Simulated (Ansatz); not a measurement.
Set up this calculation in Ansatz 0.2.0, as the native input.

```yaml
Task: band structure
Functional: r2SCAN
Potentials_or_basis: Ansatz PAW
Cutoff: "500 eV (not typed: the program's choice for these potentials)"
k_mesh: 10 × 10 × 6
Occupations: fermi-dirac, width 0.05 eV
Spin: no spin polarisation
Hubbard_terms: Ta d U = 8 eV
Path: "[[\"G\", \"M\", \"K\", \"G\", \"A\", \"L\", \"H\", \"A\"], [\"L\", \"M\"], [\"K\", \"H\"]]"
Points_for_each_segment_of_the_path: 14
Hubbard_projectors: ortho-atomic (the default)
Double_counting: fll (the default)
```

Crystal: Ta2N.

```
Ta N
1.0
     3.11286    0.00000    0.00000
    -1.55643    2.69582    0.00000
     0.00000    0.00000    4.86984
Ta N
2 1
Direct
  0.33333 0.66667 0.25471
  0.66667 0.33333 0.74529
  0.00000 0.00000 0.00000
```

The cell comes from a database or a generator and needn't be the stable form of this composition.

One way to write it, as run:

input.yaml

```yaml
crystal:
  lattice:
    - [3.112861506, 0.0, 0.0]
    - [-1.556430753, 2.6958171426, 0.0]
    - [0.0, 0.0, 4.869841]
  atoms:
    - { symbol: Ta, position: [0.3333333333, 0.6666666667, 0.254711] }
    - { symbol: Ta, position: [0.6666666667, 0.3333333333, 0.745289] }
    - { symbol: "N", position: [0.0, 0.0, 0.0] }
hamiltonian:
  xc: r2scan
  pseudopotentials: { kind: paw }
  hubbard: { sites: [{ species: Ta, l: d, u_eff: 8.0 }] }
kpoints:
  mp_grid: { grid: [10, 10, 6] }
  band_path:
    path:
      - [[0.0, 0.0, 0.0], [0.5, 0.0, 0.0], [0.3333333333, 0.3333333333, 0.0], [0.0, 0.0, 0.0], [0.0, 0.0, 0.5], [0.5, 0.0, 0.5], [0.3333333333, 0.3333333333, 0.5], [0.0, 0.0, 0.5]]
      - [[0.5, 0.0, 0.5], [0.5, 0.0, 0.0]]
      - [[0.3333333333, 0.3333333333, 0.0], [0.3333333333, 0.3333333333, 0.5]]
    npoints: 14
scf:
  occupations: { method: fermi_dirac, width: 0.05 }
  n_extra_bands: 7
output:
  forces: true
  stress: true
  eigenvalues: true
  fatbands: false
```

Potentials or basis: Ansatz PAW.

Launch:

```bash
$ ansatz run input.yaml --threads 2 --pin off --max-ram 5632MiB --backend cpu --events-out ev --progress --plain --runs-dir out
```

It gave:

* Pressure: 11.7 GPa
* Largest force: 0.290 eV/Å
* Band gap on the k mesh: none (metal or under the smearing width)

Caveat: spin-orbit coupling is left out, which moves the levels of the heavy elements; U without spin polarisation on a metal has little footing; the PAW data sets come from PBE, with cores solved anew for the run's functional, which leaves a small shift of forces and pressure.

Run time: 12 s on 2 threads of Arm Neoverse V1, with other jobs on the host, peak memory 0.5 GiB.
